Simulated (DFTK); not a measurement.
Runs of DFTK 0.8.2 on Al2O3 (Corundum). Symmetry: R-3c, No. 167, trigonal system. Conventional cell: a = 4.760 Å, b = 4.760 Å, c = 12.996 Å, α = 90.00°, β = 90.00°, γ = 120.00°. Al (site symmetry 3) has 6 O at 1.85 to 1.97 Å as nearest neighbours. O (site symmetry 2) is surrounded by 4 Al at 1.85 to 1.97 Å. 

```tsv
task	level	potentials or basis	k mesh	gap on the mesh (eV)	pressure (GPa)	largest force (eV/Å)
band structure	LDA	dojo.nc.sr.lda.v0_4_1.standard.upf (LDA)	4 × 4 × 4	6.21	(a)	0.13
single point	PBEsol	dojo.nc.sr.pbesol.v0_4_1.standard.upf (PBEsol)	7 × 7 × 7	6.16	0.8	0.11
band structure	PBE	dojo.nc.sr.pbe.v0_4_1.standard.upf (PBE)	4 × 4 × 4	6.27	6.0	0.05
band structure	PBEsol	dojo.nc.sr.pbesol.v0_4_1.standard.upf (PBEsol)	4 × 4 × 4	6.16	0.8	0.11
single point	PBE	dojo.nc.sr.pbe.v0_4_1.standard.upf (PBE)	7 × 7 × 7	6.27	6.0	0.05
```

Alike in all rows: no spin polarisation; cell as given; cutoff (eV) 1143; smearing fermi-dirac 0.05 eV.

Estimate the missing entries.

(a) -7.3.

Caveats: an odd mesh through Γ misses points on the zone boundary, where band edges often lie (some runs).

Not every run made on this cell is shown here.
